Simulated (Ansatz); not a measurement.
The calculation used Ansatz, DFT PBE, scalar-relativistic, plane waves, PAW. Settings: cutoff 420 eV, Γ-centred meshes spaced at most about 0.3 Å⁻¹, and about 0.25 Å⁻¹ or finer for metals (2π included), Gaussian smearing. Spin is collinear.

Temperature and zero-point effects are left out.

Two forms of NaF₂ were relaxed alike.

1. (parallel moments up to 0.5 μB)

```yaml
crystal:
  lattice:
    - [3.77840, 0.00000, 0.00000]
    - [-1.88920, 3.27219, 0.00000]
    - [0.00000, 0.00000, 6.66385]
  atoms:
    - { symbol: Na, position: [0.33333, 0.66667, 0.37635] }
    - { symbol: Na, position: [0.66667, 0.33333, 0.87635] }
    - { symbol: F, position: [0.33333, 0.66667, 0.00397] }
    - { symbol: F, position: [0.66667, 0.33333, 0.50397] }
    - { symbol: F, position: [0.00000, 0.00000, 0.24468] }
    - { symbol: F, position: [0.00000, 0.00000, 0.74468] }
```

2. (parallel moments up to 0.5 μB)

```yaml
crystal:
  lattice:
    - [3.66075, 0.00000, 0.00000]
    - [-1.83037, 3.17030, 0.00000]
    - [0.00000, 0.00000, 3.70596]
  atoms:
    - { symbol: Na, position: [0.00000, 0.00000, 0.00000] }
    - { symbol: F, position: [0.33333, 0.66667, 0.25494] }
    - { symbol: F, position: [0.66667, 0.33333, 0.74506] }
```

Question: Which form is favoured at zero pressure, and by what margin per atom?

Answer: Cell 1 is lower, by 30 meV/atom. Cell 1 has space group P6_3mc (No. 186), 13.7 Å³/atom and no gap on its mesh; cell 2 has space group P-3m1 (No. 164), 14.3 Å³/atom and no gap. Counting F atoms around Na (those within 1.25 times the shortest such distance or 1.15 times the sum of covalent radii), cell 1 has Na 7 and cell 2 has Na 6. The denser one is the lower, and pressure would at first widen the difference. Both come from invented guesses.

Another magnetic order may lie lower. Cells relaxed within their symmetry can be saddle points.
